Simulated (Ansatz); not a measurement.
# CoSi2 (Fm-3m) in Ansatz: notebook

The runs below take CoSi2 through single point, with PBE.

All numbers are computed with Ansatz 0.2.0; they aren't measurements. Logs are shortened: lines on timing, memory, paths and dates and some standing lists are left out, and cuts for length are marked.

### Step 1. Starting point

It takes space group Fm-3m (No. 225, cubic). The conventional cell has a = 5.356 Å, b = 5.356 Å, c = 5.356 Å, α = 90.00°, β = 90.00°, γ = 90.00°. Co (site symmetry m-3m) has 8 Si at 2.32 Å as nearest neighbours. Si (site symmetry -43m) has 4 Co at 2.32 Å as nearest neighbours.

### Step 2. Single point, PBE, collinear spin, ferromagnetic start

File input.yaml:

```yaml
crystal:
  lattice:
    - [0.0, 2.678, 2.678]
    - [2.678, 0.0, 2.678]
    - [2.678, 2.678, 0.0]
  atoms:
    - { symbol: Co, position: [0.0, 0.0, 0.0], spin: 2.0 }
    - { symbol: Si, position: [0.75, 0.75, 0.75] }
    - { symbol: Si, position: [0.25, 0.25, 0.25] }
hamiltonian:
  xc: pbe
  pseudopotentials: { kind: paw }
magnetization:
  spin_polarized: true
kpoints:
  mp_grid: { grid: [9, 9, 9] }
scf:
  occupations: { method: gaussian, width: 0.015 }
output:
  forces: true
  stress: true
  eigenvalues: true
  write_density: true
  write_potential: true
  elf: true
  volumetric_format: npy
```

Potentials or basis: Ansatz PAW.

On the command line:

```
$ ansatz run input.yaml --threads 2 --pin off --max-ram 5632MiB --backend cpu --events-out ev --progress --plain --runs-dir out
```

Standard output:

```text
Warning: RAYON_NUM_THREADS=2 ignored (pool sized by the plan → 2); use --threads N
Engine: ansatz 0.2.0, x86_64-unknown-linux-gnu
Pseudopotentials: kind: paw
Pseudopotential: Co, paw, valence charge 17, recommended cutoff 420 eV (normal), Co.paw.azcp
Pseudopotential: Si, paw, valence charge 4, recommended cutoff 420 eV (normal), Si.paw.azcp
Functional definition: PBE
  parameter kappa = 0.804
  parameter beta = 0.06672455060314922
  exchange = pbe_x(kappa = kappa, mu = beta*pi^2/3)
  correlation = pbe_c(beta = beta)
Crystal: 3 atoms, lattice volume = 38.412 Å³
Basis set: ecut = 420 eV, 749 PW (Γ), exchange–correlation on 54×54×54 points (8 copies of the dense FFT grid, shifted against one another)
Bands: 18, of which v1, the nominal top of the filled ones, is band 13 counted from 1 (12 counted from 0)
Symmetry: 48 space group operations
Space group: Fm-3m (ITA 225), of the structure as read, at distance tolerance 3.4e-5 Å
Magnetic group: BNS 225.116 (UNI 1618), of the structure as read, at distance tolerance 3.4e-5 Å
k-points: 35 of 729
Non-local potential: Co, projectors of the file, l = 0: 3, l = 1: 2, l = 2: 3, l = 3: 1
Non-local potential: Si, projectors of the file, l = 0: 2, l = 1: 2, l = 2: 2
PAW form: soft (Blöchl's): semilocal exchange-correlation on the pseudo side does not see the compensation charge
PAW one-centre angular grid: Co, 590 points (default); XC on 64 Gauss nodes
PAW one-centre angular grid: Si, 110 points (default); XC on 64 Gauss nodes
Initial density: superposition of atomic densities (chi_scale 0.1, normalization cell)
Starting moments: Σ|m| = 2 μB on 1 of 3 sites
Initial wavefunctions: pseudopotential atomic-orbital guess
Functional: x = pbe(κ = 0.804, μ = 0.2195149727645171), c = pbe(β = 0.06672455060314922)
SCF iter   1: F=—  HF=-6398.161124 eV  |F-HF|=—  |Δ(HF+E_count)|=         —  Δρ=1.50e-1 (↑1.50e-1 ↓9.04e-2)  dr2=1.49e0  dr2_m=4.80e0  M=0.366 μB ∫|m|=0.448 μB  β_m=0.30  ethr=3.10e-3  ⟨swp⟩=6.1  Hψ=6407  notcnv=0
Mixer restart at iter 1: flushing history
preconditioner: auto → none  [insulator: Δε(μ)=0.017 eV  Ē_g=8.775 eV  σ=0.015 eV  W_gap=0.59  n_scr=14 (ndim 8)  ℏωp=24.7 eV  f_vac=0.000  D(μ)=3.54/eV (n_scr^D=58)  ε∞_Penn≈8.9]
SCF iter   2: F=—  HF=-6397.438012 eV  |F-HF|=—  |Δ(HF+E_count)|=   7.23e-1  Δρ=1.20e-1 (↑7.51e-2 ↓1.20e-1)  dr2=1.36e0  dr2_m=3.26e0  M=0.149 μB ∫|m|=0.263 μB  β_m=0.60  ethr=3.10e-3  ⟨swp⟩=2.4  Hψ=2717  notcnv=0  defer=93
SCF iter   3: F=—  HF=-6399.648384 eV  |F-HF|=—  |Δ(HF+E_count)|=    2.21e0  Δρ=9.47e-2 (↑9.47e-2 ↓1.31e-2)  dr2=2.35e0  dr2_m=7.14e-1  M=0.110 μB ∫|m|=0.174 μB  β_m=0.65  ethr=3.10e-3  ⟨swp⟩=3.1  Hψ=2869  notcnv=0  defer=97
SCF iter   4: F=—  HF=-6399.179541 eV  |F-HF|=—  |Δ(HF+E_count)|=   4.69e-1  Δρ=1.09e-2 (↑1.09e-2 ↓3.48e-3)  dr2=3.81e-2  dr2_m=9.44e-3  M=-0.016 μB ∫|m|=0.016 μB  β_m=0.68  ethr=3.10e-3  ⟨swp⟩=2.8  Hψ=2857  notcnv=0  defer=96
SCF iter   5: F=—  HF=-6399.168498 eV  |F-HF|=—  |Δ(HF+E_count)|=   1.10e-2  Δρ=4.85e-3 (↑1.88e-3 ↓4.85e-3)  dr2=1.23e-2  dr2_m=7.93e-4  M=0.002 μB ∫|m|=0.013 μB  β_m=0.79  ethr=1.52e-4  ⟨swp⟩=1.8  Hψ=1438  notcnv=0  defer=96
SCF iter   6: F=—  HF=-6399.170002 eV  |F-HF|=—  |Δ(HF+E_count)|=   1.50e-3  Δρ=6.70e-4 (↑6.70e-4 ↓5.80e-4)  dr2=2.83e-6  dr2_m=1.37e-4  M=0.002 μB ∫|m|=0.003 μB  β_m=0.89  ethr=4.93e-5  ⟨swp⟩=2.0  Hψ=1878  notcnv=0  defer=96
SCF iter   7: F=—  HF=-6399.170010 eV  |F-HF|=—  |Δ(HF+E_count)|=   7.68e-6  Δρ=2.33e-4 (↑2.33e-4 ↓8.04e-5)  dr2=2.63e-5  dr2_m=2.16e-6  M=0.000 μB ∫|m|=0.000 μB  β_m=0.95  ethr=1.13e-8  ⟨swp⟩=3.0  Hψ=2585  notcnv=0  defer=96
SCF iter   8: F=—  HF=-6399.170011 eV  |F-HF|=—  |Δ(HF+E_count)|=   1.24e-6  Δρ=4.67e-5 (↑4.67e-5 ↓1.91e-5)  dr2=1.26e-6  dr2_m=7.03e-8  M=0.000 μB ∫|m|=0.000 μB  β_m=0.91  ethr=1.13e-8  ⟨swp⟩=2.0  Hψ=1985  notcnv=0  defer=96
SCF iter   9: F=—  HF=-6399.170011 eV  |F-HF|=—  |Δ(HF+E_count)|=   6.10e-8  Δρ=4.64e-6 (↑4.64e-6 ↓3.26e-6)  dr2=2.49e-8  dr2_m=2.56e-10  M=0.000 μB ∫|m|=0.000 μB  β_m=0.96  ethr=5.04e-9  ⟨swp⟩=2.3  Hψ=1594  notcnv=0  defer=96
SCF iter  10: F=—  HF=-6399.170011 eV  |F-HF|=—  |Δ(HF+E_count)|=   8.46e-9  Δρ=7.85e-7 (↑7.85e-7 ↓3.81e-7)  dr2=2.03e-10  dr2_m=2.10e-11  M=0.000 μB ∫|m|=0.000 μB  β_m=0.88  ethr=9.98e-11  ⟨swp⟩=2.2  Hψ=1805  notcnv=0  defer=96
SCF iter  11: F=-6399.170011 eV  HF=-6399.170011 eV  |F-HF|=4.27e-11  |Δ(HF+E_count)|=  1.09e-11  Δρ=2.47e-7 (↑1.93e-7 ↓2.47e-7)  dr2=5.08e-11  dr2_m=7.17e-13  M=0.000 μB ∫|m|=0.000 μB  ethr=1.00e-12  ⟨swp⟩=9.4  Hψ=7145  notcnv=0
SCF 1 converged in 11 iterations: F = -6399.170011 eV  dr2 = 5.08e-11
WARN: the starting moments were not kept: the SCF closed with an absolute magnetisation of 1.8e-6 μB, where they sum to 2 μB in size (1 site). That is at most 0.1 of that sum. Measured as dr2_m measures the in/out step, that magnetisation stands 2.4e-12 eV from none, at or under the dr2_threshold of 1.0e-7 eV: it is no larger than a step whose dr2_m would equal this threshold. The system may hold no moment; this SCF shows only that its start led to no more than that. To try another start: raise the starting moments (crystal.atoms[].spin, magnetization.per_species, magnetization.initial_magnetization, or on a non-collinear deck that types none of these the spinor_matrix: blocks that start its atoms; where the total moment is fixed, keep their sum and leave initial_magnetization as it is; typed ones take the place of any that the run laid by itself, positive ones on a crystal's lanthanoids without a Hubbard term where scf.initial_density.shell_occupations: [] is typed) or, if the notice of its spin-set hold's release reads "site moments contracting" or "site moments show no strong build", lengthen the hold (scf.mixing.spin_hold: { on: { confirm: 4 } }; for m-r²SCAN on two components see the key's manual first). Each may lead to a state that holds a moment. A second SCF, from the converged charge density, with the starting moments and any scf.initial_density.shell_occupations laid on it anew, would have followed, and was not run: the deck does not ask for one (magnetization.retry_lost_moments is false, the default). To let it run, set magnetization.retry_lost_moments: true and run the deck again, where that key's refused combinations let it; where memory then withholds it, that run's warning says so.
SCF converged after 11 iterations
Magnetization: 0.0000 μB (12.5000 up, 12.5000 down)
Absolute magnetization: 0.0000 μB (∫|ρ↑−ρ↓|, with the PAW one-centre terms)
Spin contamination: 0.0000 ħ² per cell (⟨S²⟩ above its minimum at these occupations)
Per-site moments (μB) at R_I (Å): [(1.0937464222443883e-6, 0.9566766129255746), (6.408096585265056e-8, 0.9566766129255746), (6.408096566442243e-8, 0.9566766129255748)]
Free energy (F): -6399.170011 eV
Harris-Foulkes:  -6399.170011 eV  (|F-HF|=4.27e-11)
Internal energy: -6399.169793 eV  (E = F + TS)
E sigma→0 (E₀):  -6399.169902 eV
Entropy (-TS):   -0.000219 eV (-0.073 meV/atom)
Fermi energy:    12.850055 eV
--- Per-component energies (eV) ---
  E_band       = -283.977850
  E_kinetic    = 547.572271
  E_local      = -4096.401173  (includes V_loc(G=0)·N_el)
  E_nonlocal   = 501.311316
  E_hartree    = 1782.435134
  E_xc         = -274.113054
  E_vxc        = -305.270641  (∫ρ·V_xc dr)
  E_paw        = -2541.488002  (= ΣΔE_a)
  E_vpaw       = -496.059448  (= ΣTr[D̂ρ^β])
  E_aug_tail   = 0.000153  (compensation charges beyond the density's cutoff)
  E_ewald      = -2318.486437
  E_smearing   = -0.000219  (= −TS)
  E_closure    = 0.000000  (closes the sum)
  Σ components = -6399.170011   (vs F -6399.170011, Δ=0.00e0)
--- Forces (eV/Å), atoms counted from 1 ---
  atom   1  Co    -0.00000000     0.00000000     0.00000000
  atom   2  Si     0.00000000    -0.00000000     0.00000000
  atom   3  Si    -0.00000000    -0.00000000     0.00000000
  max |Σ_I F_I| component: 4.63e-17 eV/Å
--- Stress (GPa, compression-positive) ---
        0.499570      -0.000000      -0.000000
       -0.000000       0.499570       0.000000
        0.000000      -0.000000       0.499570
  P = ⅓ Tr σ = 0.4996 GPa (4.996 kbar)
--- Band table (eV; the first three rows and the last of 70) ---
  k-point 0 ↑: bands = ["-81.8552", "-45.1709", "-45.1709", "-45.1709", "-0.2555", "8.8043", "8.8043", "8.8043", "10.9886", "10.9886", "13.6396", "16.3096", "16.3096", "16.3096", "16.3251", "16.3251", "16.3251", "18.5434"]
  k-point 1 ↑: bands = ["-81.8552", "-45.1712", "-45.1710", "-45.1710", "-0.0679", "8.3471", "8.8704", "8.8704", "10.9344", "10.9344", "13.6602", "14.6214", "15.3233", "15.3233", "17.2766", "17.2766", "18.1289", "18.1289"]
  k-point 2 ↑: bands = ["-81.8552", "-45.1719", "-45.1711", "-45.1711", "0.4883", "7.2056", "9.0378", "9.0378", "10.8495", "10.8495", "12.3519", "14.3321", "14.3321", "14.9888", "16.9409", "16.9409", "17.6142", "19.1444"]
  k-point 34 ↓: bands = ["-81.8552", "-45.1727", "-45.1724", "-45.1717", "4.2083", "5.0177", "7.0329", "7.1754", "10.3878", "10.6467", "11.0523", "11.4912", "12.2230", "16.1069", "16.7763", "18.4970", "20.1632", "21.9351"]
```

It took 2.2 s on 2 threads of Intel Xeon Platinum 8488C (Sapphire Rapids), shared host; peak memory 0.4 GiB.

Results:

* Free energy: -6399.1700 eV
* Pressure: 0.5 GPa
* Band gap on the k mesh: none (metal or under the smearing width)
* Net moment: 0.00 μB per cell
* Absolute moment: 0.00 μB per cell

Levels at points of the mesh, in eV from the Fermi level:
Spin up:
| k point | band 10 | band 11 | band 12 | band 13 | band 14 | band 15 | band 16 | band 17 |
| --- | --- | --- | --- | --- | --- | --- | --- | --- |
| (0.00, 0.00, 0.00) | -1.86 | 0.79 | 3.46 | 3.46 | 3.46 | 3.48 | 3.48 | 3.48 |
Spin down:
```
           k point  band 10  band 11  band 12  band 13  band 14  band 15  band 16  band 17
(0.00, 0.00, 0.00)    -1.86     0.79     3.46     3.46     3.46     3.48     3.48     3.48
```

Caveat: the starting moments collapsed, and a magnetic state may lie lower; the starting moments weren't kept.

### Step 3. Single point, PBE, collinear spin, ferromagnetic start

Edit input.yaml of step 2 so:

```diff
@@ -17,3 +17,3 @@
 scf:
-  occupations: { method: gaussian, width: 0.015 }
+  occupations: { method: gaussian, width: 0.016 }
 output:
```

Potentials or basis: Ansatz PAW.

On the command line:

```
$ ansatz run input.yaml --threads 2 --pin off --max-ram 5632MiB --backend cpu --events-out ev --progress --plain --runs-dir out
```

Run time: 2.1 s. Hardware: 2 threads of Intel Xeon Platinum 8488C (Sapphire Rapids), shared host; peak memory 0.4 GiB.

Results (log left out):

* Free energy: -6399.1700 eV
* Pressure: 0.5 GPa
* Band gap on the k mesh: none (metal or under the smearing width)
* Net moment: 0.00 μB per cell
* Absolute moment: 0.00 μB per cell

Levels at points of the mesh, in eV from the Fermi level:
Spin up:
```tsv
k point	band 10	band 11	band 12	band 13	band 14	band 15	band 16	band 17
(0.00, 0.00, 0.00)	-1.86	0.79	3.46	3.46	3.46	3.47	3.47	3.47
```
Spin down:
| k point | band 9 | band 10 | band 11 | band 12 | band 13 | band 14 | band 15 | band 16 | band 17 | band 18 |
| --- | --- | --- | --- | --- | --- | --- | --- | --- | --- | --- |
| (0.00, 0.00, 0.00) | -1.86 | -1.86 | 0.79 | 3.46 | 3.46 | 3.46 | 3.47 | 3.47 | 3.47 | 5.69 |

Caveat: the starting moments collapsed, and a magnetic state may lie lower; the starting moments weren't kept.
